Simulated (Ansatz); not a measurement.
# InSe: the cost of one run

Method: DFT PBE+D3(BJ), scalar-relativistic, plane waves, PAW, in Ansatz 0.2.0.

A COD entry behind a cell of this session may itself be a prediction, so a difference from it is no test against experiment.

7 further runs of the same task are left out: 7 set aside as unsound or not needed.

### Step 1. The structure to begin with

It takes space group P-3m1 (No. 164, trigonal). The conventional cell has a = 4.027 Å, b = 4.027 Å, c = 28.271 Å, α = 90.00°, β = 90.00°, γ = 120.00°. Around Se (site symmetry 3m) lie 3 In at 2.66 Å. Around In (site symmetry 3m) lie 3 Se at 2.66 Å and 1 In at 2.79 Å.

As a file:

```xyz
8
Lattice="4.0266 0.0000 0.0000 -2.0133 3.4871 0.0000 0.0000 0.0000 28.2707" Properties=species:S:1:pos:R:3 pbc="T T T"
Se    0.0000    0.0000    4.5000
In    2.0133    1.1624    5.7954
In    2.0133    1.1624    8.5899
Se    0.0000    0.0000    9.8854
Se    0.0000    0.0000   13.3954
In   -2.0133   -1.1624   14.6908
In   -2.0133   -1.1624   17.4853
Se    0.0000    0.0000   18.7807
```

This is the geometry of the first run shown, built on a cell relaxed beforehand with the same method.

### Step 2. The scan

Atoms count from 1 in the order of the input.

The upper layer of a bilayer is slid over the lower one; relaxed at each slide: nothing; the origin of the map has Se5 above Se4; the distance between the facing planes is held at 3.51 Å.

The axes are (1) slide of the upper layer along the first cell vector, from Se5 above Se4: 9 values from 0.000 to 0.889, periodic; (2) slide of the upper layer along the second cell vector, from Se5 above Se4: 9 values from 0.000 to 0.889, periodic.

Nothing else is relaxed. Points are written as (first, second).

The two vectors of the plane (Å): (4.027, 0.000, 0.000); (-2.013, 3.487, 0.000).

### Step 3. Point (0/9, 0/9) of the map's two axes

The cell repeats along c, and a dipole correction in the vacuum removes the field between the copies.

File input.yaml:

```yaml
crystal:
  lattice:
    - [4.026610364, 0.0, 0.0]
    - [-2.013305182, 3.4871468663, 0.0]
    - [0.0, 0.0, 28.2707108021]
  atoms:
    - { symbol: Se, position: [0.0, 0.0, 0.1591753399] }
    - { symbol: In, position: [0.6666666667, 0.3333333333, 0.2049979895] }
    - { symbol: In, position: [0.6666666667, 0.3333333333, 0.3038451603] }
    - { symbol: Se, position: [0.0, 0.0, 0.3496677346] }
    - { symbol: Se, position: [0.0, 0.0, 0.4738244997] }
    - { symbol: In, position: [-0.6666666667, -0.3333333333, 0.5196471493] }
    - { symbol: In, position: [-0.6666666667, -0.3333333333, 0.6184943201] }
    - { symbol: Se, position: [0.0, 0.0, 0.6643168944] }
basis:
  ecutwfc: 420
kpoints:
  mp_grid: { grid: [9, 9, 1] }
hamiltonian:
  xc: pbe
  pseudopotentials: { kind: paw, azcp: { folder: soft_1 } }
  dispersion: d3bj
scf:
  occupations: { method: gaussian, width: 0.05 }
output:
  forces: true
  eigenvalues: true
efield:
  axis: 3
  dipole_correction: true
  ramp_width: 0.04
```

Launch:

```sh
$ ansatz run input.yaml --threads 1 --pin off --max-ram 3072MiB --backend cpu --events-out ev --progress --plain --runs-dir out
```

Q: Estimate wall time and peak memory on 1 thread of Arm Neoverse V2, shared host.

About 32 s, with a peak of 0.63 GiB.
